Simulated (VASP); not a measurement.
# BN (P1) in VASP: settings compared, part 2 of 3

VASP 6.6.1. The steps go on from the part before.

## (3) RPA correlation energy, PBE (volume scaled by 1.04)

File POSCAR:

```
BN
1.0
    2.5410452472      0.0000000000      0.0000000000
   -1.2631167351      2.2048689444      0.0000000000
   -0.6389642561     -1.1024344721      3.0623148244
N B
1 1
Direct
    0.6685060000      0.3323850000      0.9849990000
    0.9796430000      0.9834990000      0.0018060000
```

File INCAR.step1:

```
PREC = Accurate
ENCUT = 400
EDIFF = 1E-8
ISMEAR = 0
SIGMA = 0.05
LREAL = False
LASPH = True
NELM = 100
ALGO = Normal
LWAVE = True
LCHARG = False
GGA = PE
```

File INCAR.step2:

```
PREC = Accurate
ENCUT = 400
EDIFF = 1E-8
ISMEAR = 0
SIGMA = 0.05
LREAL = False
LASPH = True
NELM = 1
ALGO = EIGENVAL
LWAVE = False
LCHARG = False
GGA = PE
LHFCALC = True
AEXX = 1.0
ALDAC = 0.0
AGGAC = 0.0
ISTART = 1
PRECFOCK = Fast
```

File INCAR.step3:

```
PREC = Accurate
ENCUT = 400
EDIFF = 1E-8
ISMEAR = 0
SIGMA = 0.05
LREAL = False
LASPH = True
NELM = 1
ALGO = Exact
LWAVE = True
LCHARG = False
GGA = PE
NBANDS = 316
LOPTICS = True
ISTART = 1
```

File INCAR.step4:

```
PREC = Accurate
ENCUT = 400
EDIFF = 1E-8
ISMEAR = 0
SIGMA = 0.05
LREAL = False
LASPH = True
NELM = 100
ALGO = ACFDT
LWAVE = False
LCHARG = False
GGA = PE
NBANDS = 316
ENCUTGW = 250
NOMEGA = 12
ISTART = 1
PRECFOCK = Fast
```

File KPOINTS:

```
regular mesh
0
Gamma
  5 5 4
```

Potentials or basis: VASP PAW PBE potentials, release 64 (N_GW, B_GW).

Run with:

```
cat potpaw_PBE.64/N_GW/POTCAR potpaw_PBE.64/B_GW/POTCAR > POTCAR
cp INCAR.step1 INCAR
mpirun -np 1 vasp_std > vasp.out
cp INCAR.step2 INCAR
mpirun -np 1 vasp_std > vasp.out
cp INCAR.step3 INCAR
mpirun -np 1 vasp_std > vasp.out
cp INCAR.step4 INCAR
mpirun -np 1 vasp_std > vasp.out
```

OUTCAR:

```text
PREC = Accurate
   ENCUT = 400
   EDIFF = 1E-8
   ISMEAR = 0
   LREAL = False
   LASPH = True
   NELM = 100
   GGA = PE
   ENCUTGW = 250
   ISTART = 1
   PRECFOCK = Fast

 ion  position               nearest neighbor table
   1  0.669  0.332  0.985-   2 1.42   2 1.45   2 1.54
   2  0.980  0.983  0.002-   1 1.42   1 1.45   1 1.54

  LATTYP: Found a face centered orthorhombic cell.
 ALAT       =     2.5484403748
 B/A-ratio  =     1.7253460765
 C/A-ratio  =     2.4032854405

  Lattice vectors:

 A1 = (  -1.9020809912,   1.1024344723,   3.0623148244)
 A2 = (   0.6389642560,   1.1024344723,   3.0623148244)
 A3 = (  -1.2631167351,   2.2048689444,   0.0000000000)

Analysis of symmetry for initial positions (statically):
=====================================================================
 Subroutine PRICEL returns:
 Original cell was already a primitive cell.

 Routine SETGRP: Setting up the symmetry group for a
 face centered orthorhombic supercell.

 Subroutine GETGRP returns: Found  1 space group operations
 (whereof  1 operations were pure point group operations)
 out of a pool of  8 trial point group operations.

The static configuration has the point symmetry C_1 .

Analysis of symmetry for dynamics (positions and initial velocities):
[... 148 lines left out ...]
   ISMEAR =     0;   SIGMA  =   0.05  broadening in eV -4-tet -1-fermi 0-gaus
   EFERMI_NEDOS =   21; number of points for ismear=-14 and -15
   IALGO  =     38    algorithm
   IMIX   =      4    mixing-type and parameters
     AMIX     =   0.40;   BMIX     =  1.00
     AMIX_MAG =   1.60;   BMIX_MAG =  1.00
  volume/ion in A,a.u.               =       8.58        57.89
  Fermi-wavevector in a.u.,A,eV,Ry     =   1.269472  2.398954 21.926596  1.611559
  Thomas-Fermi vector in A             =   2.402511
   LORBIT       =      0    0 simple, 1 ext, 2 COOP (PROOUT), +10 PAW based schemes
   GGA     = PE    functional components
   LHFCALC =     T    Hartree Fock is set to
   PRECFOCK=fast      Normal, Fast or Accurate (Low or Medium for compatibility)
   ENCUT4O =  -1.0   cutoff for four orbital integrals eV
   NKREDX  =     1    reduce k-point grid by
   NKREDY  =     1    reduce k-point grid by
   NKREDZ  =     1    reduce k-point grid by
   AEXX    =    1.0000 exact exchange contribution
   HFSCREEN=    0.0000 screening length (either q_TF or 0.3 A-1)
   HFSCREENC=   0.0000 screening length for correlation (either q_TF or 0.3 A-1)
   ENCUTFOCK=  -1.0 apply spherical cutoff to Coloumb kernel
   IVDW    =     0    specifies the selected vdW correction
   LEPSILON=     F    determine dielectric tensor
   LRPA    =     F    only Hartree local field effects (RPA)
   LRPAFORCE           =     F    calculate RPA forces
   ENCUTGW             = 250.0    cutoff for response function in eV
   ENCUTGWSOFT         = 200.0    soft cutoff for Coulomb kernel in GW response function in eV
   ENCUTLF             =  -1.0    cutoff for local field effects
   NELMGW              =     1    number of iterations in solving QP/BSE equation
   NELMHF              =     1    number of iterations in the inner HF iteration
   NKREDLFX            =     1    NKREDLFY  =   1   NKREDLFZ  =   1
 non-spin polarized calculation
 Gauss-broadening in eV      SIGMA  =   0.05
  energy-cutoff  :      400.00
  volume of cell :       17.16
 maximum number of plane-waves:       316
 NGX is ok and might be reduce to    18
  NGX = 10; NGY = 10; NGZ = 14
   NGX =  9   NGY =  9   NGZ = 11
 maximum number of plane-waves:       160

      cutoff energy     smooth cutoff   RPA   correlation   Hartree contr. to MP2
---------------------------------------------------------------------------------
            250.000           200.000      -12.0635192816      -18.4863296802
            238.095           190.476      -11.9839489544      -18.3970461447
            226.757           181.406      -11.8981595710      -18.2998185272
            215.959           172.768      -11.8051611767      -18.1933320506
            205.676           164.541      -11.7064786234      -18.0790847394
            195.882           156.705      -11.6008546651      -17.9553611318
            186.554           149.243      -11.4877380110      -17.8213588853
            177.670           142.136      -11.3688892483      -17.6787852879
  linear regression
  converged value                          -13.1022349835      -19.6979768459
```

Wall time 11 min (1 thread of Intel Xeon Platinum 8375C at 2.90GHz (Ice Lake), shared host); peak memory 0.36 GiB.

The run converged, but a check on its numbers failed (symmetry, net force, bounds or a known fault of this set-up), so they aren't taken as properties of the crystal.

Caveat: the k mesh is coarse (spacing up to 0.61 Å⁻¹), so the values aren't converged; the cutoff lies under the usual one of these potentials, so the numbers hold a large basis-set error; an odd mesh through Γ misses points on the zone boundary, where band edges often lie.

## (4) EvGW0 quasiparticle levels, PBE

File POSCAR:

```
BN
1.0
    2.5080409239      0.0000000000      0.0000000000
   -1.2467107647      2.1762310413      0.0000000000
   -0.6306650796     -1.0881155206      3.0225400000
N B
1 1
Direct
    0.6685060000      0.3323850000      0.9849990000
    0.9796430000      0.9834990000      0.0018060000
```

File INCAR.step1:

```
PREC = Accurate
ENCUT = 450
EDIFF = 1E-8
ISMEAR = 0
SIGMA = 0.01
LREAL = F
LASPH = T
NELM = 60
ALGO = Fast
LWAVE = T
LCHARG = F
GGA = PE
```

File INCAR.step2:

```
PREC = Accurate
ENCUT = 450
EDIFF = 1E-8
ISMEAR = 0
SIGMA = 0.01
LREAL = F
LASPH = T
NELM = 1
ALGO = Exact
LWAVE = T
LCHARG = F
GGA = PE
NBANDS = 34
LOPTICS = T
ISTART = 1
```

File INCAR.step3:

```
PREC = Accurate
ENCUT = 450
EDIFF = 1E-8
ISMEAR = 0
SIGMA = 0.01
LREAL = F
LASPH = T
ALGO = EVGW0
LWAVE = F
LCHARG = F
GGA = PE
NELMGW = 4
NBANDS = 34
ENCUTGW = 100
NOMEGA = 48
PRECFOCK = Fast
ISTART = 1
NBANDSGW = 12
```

File KPOINTS:

```
Automatic mesh
0
Gamma
  6 6 4
```

Potentials or basis: VASP PAW PBE potentials, release 64 (N_GW, B_GW).

Run with:

```
cat potpaw_PBE.64/N_GW/POTCAR potpaw_PBE.64/B_GW/POTCAR > POTCAR
cp INCAR.step1 INCAR
mpirun -np 1 vasp_std > vasp.out
cp INCAR.step2 INCAR
mpirun -np 1 vasp_std > vasp.out
cp INCAR.step3 INCAR
mpirun -np 1 vasp_std > vasp.out
```

OUTCAR:

```text
PREC = Accurate
   ENCUT = 450
   EDIFF = 1E-8
   ISMEAR = 0
   LREAL = F
   LASPH = T
   GGA = PE
   NELMGW = 4
   ENCUTGW = 100
   PRECFOCK = Fast
   ISTART = 1

 ion  position               nearest neighbor table
   1  0.669  0.332  0.985-   2 1.40   2 1.43   2 1.52
   2  0.980  0.983  0.002-   1 1.40   1 1.43   1 1.52

  LATTYP: Found a face centered orthorhombic cell.
 ALAT       =     2.5153400000
 B/A-ratio  =     1.7253460765
 C/A-ratio  =     2.4032854405

  Lattice vectors:

 A1 = (  -1.8773758443,   1.0881155207,   3.0225400000)
 A2 = (   0.6306650796,   1.0881155207,   3.0225400000)
 A3 = (  -1.2467107647,   2.1762310413,   0.0000000000)

Analysis of symmetry for initial positions (statically):
=====================================================================
[... 190 lines left out ...]
   NELMHF              =     1    number of iterations in the inner HF iteration
   NKREDLFX            =     1    NKREDLFY  =   1   NKREDLFZ  =   1
 non-spin polarized calculation
 Gauss-broadening in eV      SIGMA  =   0.01
  energy-cutoff  :      450.00
  volume of cell :       16.50
 maximum number of plane-waves:       373
 NGX is ok and might be reduce to    18
  NGX = 10; NGY = 10; NGZ = 14
   NGX =  9   NGY =  9   NGZ = 11
 maximum number of plane-waves:        42
 NGX is ok and might be reduce to    10

 QP shifts <psi_nk| G(iteration)W_0 |psi_nk>: iteration 1
 for sc-GW calculations column KS-energies equals QP-energies in previous step
 and V_xc(KS)=  KS-energies - (<T + V_ion + V_H > + <T+V_H+V_ion>^1  + <V_x>^1)

 k-point   1 :       0.0000    0.0000    0.0000
  band No.  KS-energies  QP-energies   sigma(KS)   V_xc(KS)     V^pw_x(r,r')   Z            occupation Imag(sigma)

      1     -14.8284     -16.4019     -18.0330     -15.8432     -26.5392       0.7186       2.0000       1.3524
      2      -0.3344      -1.1891     -16.0090     -14.8717     -19.7507       0.7515       2.0000       0.1874
      3       0.9828       0.2998     -19.0577     -18.1921     -22.9062       0.7889       2.0000       0.1192
      4       2.6059       2.0342     -18.8766     -18.1616     -22.2885       0.7996       2.0000       0.1052
      5       8.9371       9.4367      -9.4039     -10.0096      -5.3503       0.8249       0.0000      -0.1042
      6      13.6495      15.5391     -11.8811     -14.2298      -7.2569       0.8045       0.0000      -0.1233
      7      15.7473      17.6513     -11.8420     -14.2087      -7.0754       0.8045       0.0000      -0.1418
      8      16.3670      18.0514     -12.5584     -14.7725      -5.9156       0.7608       0.0000      -0.6885
      9      18.3205      19.7527     -11.8212     -13.6448      -6.2800       0.7854       0.0000      -0.2811
     10      28.7644      29.6722      -9.0218     -10.1590      -2.6513       0.7983       0.0000      -0.9720
     11      30.6045      31.7895      -8.9829     -10.4282      -3.3958       0.8199       0.0000      -0.9068
     12      31.6492      32.5665      -8.2869      -9.4039      -2.4803       0.8212       0.0000      -0.9443
[... 1520 lines left out ...]
      1     -13.2679     -13.2818     -19.1839       5.8976     -27.0024       0.7565       2.0000       1.0780
      2      -7.1735      -7.1836     -16.7561       9.5691     -22.1153       0.7406       2.0000       0.4356
      3      -2.5067      -2.5138     -18.4346      15.9188     -22.7991       0.7757       2.0000       0.1521
      4       0.8726       0.8696     -15.8615      16.7303     -18.9254       0.7785       2.0000       0.1266
      5      10.0043      10.0089     -10.8810      20.8911      -6.5627       0.8017       0.0000      -0.1208
      6      14.1047      14.1105     -11.3136      25.4256      -6.5813       0.8037       0.0000      -0.1388
      7      18.0047      18.0111      -9.5514      27.5640      -4.6266       0.8048       0.0000      -0.2279
      8      21.2846      21.2912      -9.0922      30.3850      -3.2882       0.7996       0.0000      -0.5173
      9      27.0420      27.0505     -12.6454      39.6981      -5.7667       0.7918       0.0000      -0.8999
     10      27.9167      27.9259     -12.5605      40.4889      -5.7310       0.7792       0.0000      -0.8127
     11      28.5776      28.5823      -9.8620      38.4453      -4.0353       0.8236       0.0000      -0.7544
     12      33.5175      33.5224     -10.0108      43.5344      -3.4014       0.7947       0.0000      -0.9544

 [... further k-points ...]
```

It took 8.3 min on 1 thread of Intel Xeon Platinum 8488C (Sapphire Rapids), shared host; peak memory 0.34 GiB.

Results:

| Item | Value |
| --- | --- |
| Band gap on the k mesh, mean-field level | 3.00 eV, indirect (least direct gap 4.52 eV) |
| Quasiparticle gap | 4.35 eV |
| Least direct quasiparticle gap | 6.20 eV |

Quasiparticle gap after each update of the energies (eV): 4.13, 4.32, 4.35, 4.35

Caveat: the k mesh is coarse (spacing up to 0.52 Å⁻¹), so the values aren't converged; bands, screening cutoff and mesh are small and nothing is extrapolated, so the quasiparticle values aren't converged.

(Continued in part 3 of 3.)
